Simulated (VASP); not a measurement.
# BN (P6_3/mmc) in VASP: Born charges and dielectric tensor with PBE

Aim: the Born charges and dielectric tensor of BN with PBE.

Everything below comes from runs of VASP 6.6.1. Logs are shortened: lines on timing, memory, paths and dates and some standing lists are left out, and cuts for length are marked.

## Step 1: The structure

Symmetry: P6_3/mmc, No. 194, hexagonal system. The conventional cell has a = 2.506 Å, b = 2.506 Å, c = 6.616 Å, α = 90.00°, β = 90.00°, γ = 120.00°. B (site symmetry -6m2) has 3 N at 1.45 Å as nearest neighbours. N (site symmetry -6m2) is surrounded by 3 B at 1.45 Å.

## Step 2: Born charges and dielectric tensor, PBE

File INCAR:

```
  ALGO = Normal
  EDIFF = 1E-8
  ENCUT = 520
  GGA = PE
  IBRION = 8
  ISIF = 2
  ISMEAR = 0
  LASPH = T
  LCHARG = F
  LEPSILON = T
  LREAL = F
  LWAVE = F
  NELM = 80
  NSW = 1
  PREC = Accurate
  SIGMA = 0.02
```

File KPOINTS:

```
k-points
0
Gamma
  12 12 4
```

File POSCAR:

```
BN
1.0
    2.5064230000      0.0000000000      0.0000000000
   -1.2532120000      2.1706260000      0.0000000000
    0.0000000000      0.0000000000      6.6156260000
B N
2 2
Direct
    0.3333333000      0.6666667000      0.2500000000
    0.6666667000      0.3333333000      0.7500000000
    0.3333333000      0.6666667000      0.7500000000
    0.6666667000      0.3333333000      0.2500000000
```

Potentials or basis: VASP PAW PBE potentials, release 64 (B, N).

On the command line:

```
$ cat potpaw_PBE.64/B/POTCAR potpaw_PBE.64/N/POTCAR > POTCAR
$ mpirun -np 1 vasp_std > vasp.out
```

OUTCAR:

```text
EDIFF = 1E-8
   ENCUT = 520
   GGA = PE
   IBRION = 8
   ISIF = 2
   ISMEAR = 0
   LASPH = T
   LEPSILON = T
   LREAL = F
   NELM = 80
   NSW = 1
   PREC = Accurate

 ion  position               nearest neighbor table
   1  0.333  0.667  0.250-   4 1.45   4 1.45   4 1.45
   2  0.667  0.333  0.750-   3 1.45   3 1.45   3 1.45
   3  0.333  0.667  0.750-   2 1.45   2 1.45   2 1.45
   4  0.667  0.333  0.250-   1 1.45   1 1.45   1 1.45

  LATTYP: Found a hexagonal cell.
 ALAT       =     2.5064230000
 C/A-ratio  =     2.6394690760

  Lattice vectors:

 A1 = (   2.5064230000,   0.0000000000,   0.0000000000)
 A2 = (  -1.2532120000,   2.1706260000,   0.0000000000)
 A3 = (   0.0000000000,   0.0000000000,   6.6156260000)

Analysis of symmetry for initial positions (statically):
=====================================================================
 Subroutine PRICEL returns:
 Original cell was already a primitive cell.

 Routine SETGRP: Setting up the symmetry group for a
 hexagonal supercell.

 Subroutine GETGRP returns: Found 24 space group operations
 (whereof 12 operations were pure point group operations)
 out of a pool of 24 trial point group operations.

The static configuration has the point symmetry D_3d.
 The point group associated with its full space group is D_6h.

Analysis of symmetry for dynamics (positions and initial velocities):
=====================================================================
 Subroutine PRICEL returns:
 Original cell was already a primitive cell.

 Routine SETGRP: Setting up the symmetry group for a
 hexagonal supercell.

 Subroutine GETGRP returns: Found 24 space group operations
 (whereof 12 operations were pure point group operations)
 out of a pool of 24 trial point group operations.

The dynamic configuration has the point symmetry D_3d.
 The point group associated with its full space group is D_6h.

 Subroutine INISYM returns: Found 24 space group operations
 (whereof 12 operations are pure point group operations),
 and found     1 'primitive' translations

----------------------------------------------------------------------------------------

                                     Primitive cell

  volume of cell :      35.9924

  direct lattice vectors                    reciprocal lattice vectors
     2.506423000  0.000000000  0.000000000     0.398974954  0.230348388  0.000000000
    -1.253212000  2.170626000  0.000000000     0.000000000  0.460696592  0.000000000
     0.000000000  0.000000000  6.615626000     0.000000000  0.000000000  0.151157275

  length of vectors
     2.506423000  2.506423258  6.615626000     0.460696639  0.460696592  0.151157275

  position of ions in fractional coordinates (direct lattice)
     0.333333300  0.666666700  0.250000000
     0.666666700  0.333333300  0.750000000
     0.333333300  0.666666700  0.750000000
     0.666666700  0.333333300  0.250000000

  ion indices of the primitive-cell ions
   primitive index   ion index
                 1           1
                 2           2
                 3           3
                 4           4
[... 549 lines left out ...]
    -0.00011  0.00000  0.00000
     0.00000 -0.00011  0.00000
     0.00000  0.00000  0.00011

[... ionic steps 4 to 9 ...]

--------------------------------------- Ionic step       10  -------------------------------------------

------------------------ aborting loop because EDIFF is reached ----------------------------------------

[... ionic steps 11 to 11 ...]

--------------------------------------- Ionic step       12  -------------------------------------------

 Free energy of the ion-electron system (eV)
  ---------------------------------------------------
  ---------------------------------------------------
  free energy    TOTEN  =        -0.26969073 eV

  energy without entropy =       -0.26969073

------------------------ aborting loop because EDIFF is reached ----------------------------------------

 INTERNAL STRAIN TENSOR  FOR ION    3  DIRECTION 3   (eV/Angst):
 -----------------------------------------------------------------------------
     0.00193 -0.00000 -0.00000
    -0.00000  0.00193  0.00000
    -0.00000 -0.00000 -0.00203

 MACROSCOPIC STATIC DIELECTRIC TENSOR (including local field effects in DFT)
 ------------------------------------------------------
           4.768248    -0.000001    -0.000000
          -0.000001     4.768248    -0.000000
          -0.000000    -0.000000     2.710330
 ------------------------------------------------------

 PIEZOELECTRIC TENSOR (including local field effects)  for field in x, y, z        (e  Angst)
          XX          YY          ZZ          XY          YZ          ZX
  --------------------------------------------------------------------------------
  x     0.00000     0.00000     0.00000     0.00000     0.00000     0.00000
  y     0.00000     0.00000     0.00000     0.00000     0.00000     0.00000
  z     0.00000     0.00000     0.00000     0.00000     0.00000     0.00000

 PIEZOELECTRIC TENSOR (including local field effects)  for field in x, y, z        (C/m^2)
          XX          YY          ZZ          XY          YZ          ZX
  --------------------------------------------------------------------------------
  x     0.00000     0.00000     0.00000     0.00000     0.00000     0.00000
  y     0.00000     0.00000     0.00000     0.00000     0.00000     0.00000
  z     0.00000     0.00000     0.00000     0.00000     0.00000     0.00000

 BORN EFFECTIVE CHARGES (including local field effects) (in |e|, cummulative output)
 ---------------------------------------------------------------------------------
 ion    1
    1     2.71358    -0.00000     0.00000
    2    -0.00000     2.71358     0.00000
    3     0.00000    -0.00000     0.75559
 ion    2
    1     2.71358    -0.00000     0.00000
    2    -0.00000     2.71358     0.00000
    3     0.00000     0.00000     0.75559
 ion    3
    1    -2.71358     0.00000     0.00000
    2     0.00000    -2.71358     0.00000
    3     0.00000     0.00000    -0.75559
 ion    4
    1    -2.71358     0.00000     0.00000
    2     0.00000    -2.71358     0.00000
    3     0.00000     0.00000    -0.75559

 INTERNAL STRAIN TENSOR FOR ION    4 for displacements in x,y,z  (eV/Angst):
          X           Y           Z          XY          YZ          ZX
  --------------------------------------------------------------------------------
  x    -0.00001     0.00000    -0.00000    12.33920     0.00000     0.00000
  y    12.33920   -12.33920     0.00000     0.00000     0.00000     0.00000
  z    -0.00000    -0.00000     0.00000    -0.00000     0.00000     0.00000

 SECOND DERIVATIVES (NOT SYMMETRIZED)
 ------------------------------------
               1X          1Y          1Z          2X          2Y          2Z          3X          3Y          3Z          4X          4Y          4Z
  1X   -41.005213    0.000009    0.000000   -0.000281    0.000000    0.000000    0.016951   -0.000000    0.000000   40.988544   -0.000009    0.000000
  1Y     0.000009  -41.005214    0.000000    0.000000   -0.000281    0.000000   -0.000000    0.016951    0.000000   -0.000009   40.988544    0.000000
  1Z     0.000000   -0.000000  -13.400906    0.000000    0.000000    0.977444    0.000000    0.000000   -0.751163    0.000000    0.000000   13.174625
  2X    -0.000281    0.000000    0.000000  -41.005213    0.000009    0.000000   40.988544   -0.000009    0.000000    0.016951   -0.000000    0.000000
  2Y     0.000000   -0.000281    0.000000    0.000009  -41.005214    0.000000   -0.000009   40.988544    0.000000   -0.000000    0.016951    0.000000
  2Z     0.000000    0.000000    0.977444    0.000000   -0.000000  -13.400906    0.000000    0.000000   13.174625    0.000000    0.000000   -0.751163
  3X     0.016834   -0.000000    0.000000   40.991534   -0.000009    0.000000  -41.063019    0.000009    0.000000    0.054652   -0.000000    0.000000
  3Y    -0.000000    0.016834    0.000000   -0.000009   40.991534    0.000000    0.000009  -41.063020    0.000000   -0.000000    0.054652    0.000000
  3Z     0.000000    0.000000   -0.742303    0.000000    0.000000   13.162112    0.000000   -0.000000  -13.629672    0.000000    0.000000    1.209863
  4X    40.991534   -0.000009    0.000000    0.016834   -0.000000    0.000000    0.054652   -0.000000    0.000000  -41.063019    0.000009    0.000000
  4Y    -0.000009   40.991534    0.000000   -0.000000    0.016834    0.000000   -0.000000    0.054652    0.000000    0.000009  -41.063020    0.000000
  4Z     0.000000    0.000000   13.162112    0.000000    0.000000   -0.742303    0.000000    0.000000    1.209863    0.000000   -0.000000  -13.629672

 Eigenvectors and eigenvalues of the dynamical matrix
 ----------------------------------------------------

   1 f  =   40.533853 THz   254.681708 2PiTHz 1352.063793 cm-1   167.634470 meV
             X         Y         Z           dx          dy          dz
     -0.000000  1.447084  1.653906     0.371880   -0.378915    0.000000
      1.253211  0.723542  4.961720    -0.371880    0.378915   -0.000000
     -0.000000  1.447084  4.961720     0.327140   -0.333328    0.000000
      1.253211  0.723542  1.653906    -0.327140    0.333328    0.000000
[... 71 lines left out ...]
  12 f/i=    0.001627 THz     0.010223 2PiTHz    0.054270 cm-1     0.006729 meV
             X         Y         Z           dx          dy          dz
     -0.000000  1.447084  1.653906    -0.000000   -0.000000    0.466714
      1.253211  0.723542  4.961720    -0.000000   -0.000000    0.466714
     -0.000000  1.447084  4.961720    -0.000000   -0.000000    0.531204
      1.253211  0.723542  1.653906    -0.000000   -0.000000    0.531204

--------------------------------------------------------------------------------------------------------

 MACROSCOPIC STATIC DIELECTRIC TENSOR IONIC CONTRIBUTION
 ------------------------------------------------------
           1.805570    -0.000000    -0.000000
          -0.000000     1.805570     0.000000
          -0.000000     0.000000     0.462147
 ------------------------------------------------------

 ELASTIC MODULI CONTR FROM IONIC RELAXATION (kBar)
 Direction    XX          YY          ZZ          XY          YZ          ZX
 --------------------------------------------------------------------------------
 XX        -402.7747    402.7747     -0.0000      0.0001      0.0000     -0.0000
 YY         402.7747   -402.7747      0.0000      0.0001     -0.0000      0.0000
 ZZ          -0.0000      0.0000     -0.0000     -0.0000     -0.0000      0.0000
 XY           0.0001      0.0001     -0.0000   -402.7747      0.0000     -0.0000
 YZ           0.0000     -0.0000     -0.0000      0.0000     -0.0000      0.0000
 ZX          -0.0000      0.0000      0.0000     -0.0000      0.0000     -0.0000
 --------------------------------------------------------------------------------

 PIEZOELECTRIC TENSOR IONIC CONTR  for field in x, y, z        (C/m^2)
          XX          YY          ZZ          XY          YZ          ZX
  --------------------------------------------------------------------------------
  x    -0.00000     0.00000     0.00000    -0.00000     0.00000    -0.00000
  y     0.00000    -0.00000     0.00000    -0.00000    -0.00000     0.00000
  z    -0.00000     0.00000    -0.00000     0.00000    -0.00000     0.00000
```

Wall time 5.4 min (1 thread of Intel Xeon Platinum 8488C (Sapphire Rapids), shared host); peak memory 0.38 GiB.

What came out:

| Item | Value |
| --- | --- |
| Band gap on the k mesh | 4.27 eV, indirect (least direct gap 4.63 eV) |
| Electronic dielectric tensor (diagonal) | 4.77, 4.77, 2.71 |
| Born charges (mean of the diagonal) | B +2.06; N -2.06 e |
| Highest phonon frequency at Γ, LO-TO splitting left out | 1352 cm⁻¹ |

Phonon frequencies in cm⁻¹ (negative: imaginary):
```
              q point                                  frequencies
(0.000, 0.000, 0.000)  0 0 0 44 44 123 744 797 1352 1352 1352 1352
```

Electronic dielectric tensor:
```
4.77 0.00 0.00
0.00 4.77 0.00
0.00 0.00 2.71
```

Born effective charge tensors (e):
atom 1, B
```
2.71 0.00 0.00
0.00 2.71 0.00
0.00 0.00 0.76
```
atom 2, B
```
2.71 0.00 0.00
0.00 2.71 0.00
0.00 0.00 0.76
```
atom 3, N
```
-2.71  0.00  0.00
 0.00 -2.71  0.00
 0.00  0.00 -0.76
```
atom 4, N
```
-2.71  0.00  0.00
 0.00 -2.71  0.00
 0.00  0.00 -0.76
```

 A k mesh can miss the band edges.
